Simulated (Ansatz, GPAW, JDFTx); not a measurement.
## One calculation of MgS, 3 ways

```
CELL_PARAMETERS angstrom
0.00000 2.60165 2.60165
2.60165 0.00000 2.60165
2.60165 2.60165 0.00000
ATOMIC_POSITIONS crystal
S 0.50000 0.50000 0.50000
Mg 0.00000 0.00000 0.00000
```

Alike in all runs: task single point; functional PBEsol; k mesh 9 × 9 × 9; occupations gaussian, width 0.02 eV; no spin polarisation; no spin-orbit coupling. Pressure is positive in compression and, in plane waves, holds the error of the finite cutoff.

```tsv
program and potentials	plane-wave cutoff (eV)	notes	pressure (GPa)
JDFTx, PseudoDojo-SR-PBEsol-0.4.1-standard with smoothed tails	1143	-	-0.89
GPAW, PAW data sets generated for this functional	800	-	-0.90
Ansatz, all-electron LAPW, scalar-relativistic	-	-	-0.96
```

The pressure spans -0.96 (Ansatz, all-electron LAPW, scalar-relativistic) to -0.89 GPa (JDFTx, PseudoDojo-SR-PBEsol-0.4.1-standard with smoothed tails), with all-electron results at -0.96.

Differences between rows come from potentials, basis sets and numerical settings, since the functional is the same but for its coding. Runs on potential files found faulty are left out.
